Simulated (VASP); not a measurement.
The system is CdS.

```
CELL_PARAMETERS angstrom
0.00000 2.94295 2.94295
2.94295 0.00000 2.94295
2.94295 2.94295 0.00000
ATOMIC_POSITIONS crystal
Cd 0.00000 0.00000 0.00000
S 0.75000 0.75000 0.75000
```

The cell is a database's computed one.

* Program: VASP 6.6.1
* Task: relaxation of cell and atoms
* Functional: PBE
* Potentials or basis: VASP PAW PBE potentials, release 64 (Cd, S)
* Cutoff: 600 eV
* k mesh: 8 × 8 × 8
* Occupations: gaussian, width 0.02 eV
* Spin: no spin polarisation

At the start: pressure 1.4 GPa; volume 25.49 Å³/atom.

Task: How do energy, volume and symmetry change on relaxing?

Result: Over 3 steps the energy falls by 2.9 meV/atom and the volume is 26.15 Å³/atom (+2.6 %); space group F-43m (No. 216, to 0.05 Å).

The path:
```
step  energy change (eV)  largest force (eV/Å)  pressure (GPa)  volume (Å³)
   1              0.0000                0.0000            1.45        50.98
   2             -0.0053                0.0000           -0.40        52.70
   3             -0.0058                0.0000            0.02        52.29
```

Final structure:
```
CELL_PARAMETERS angstrom
0.00000 2.96806 2.96806
2.96806 0.00000 2.96806
2.96806 2.96806 0.00000
ATOMIC_POSITIONS crystal
Cd 0.00000 0.00000 0.00000
S 0.75000 0.75000 0.75000
```
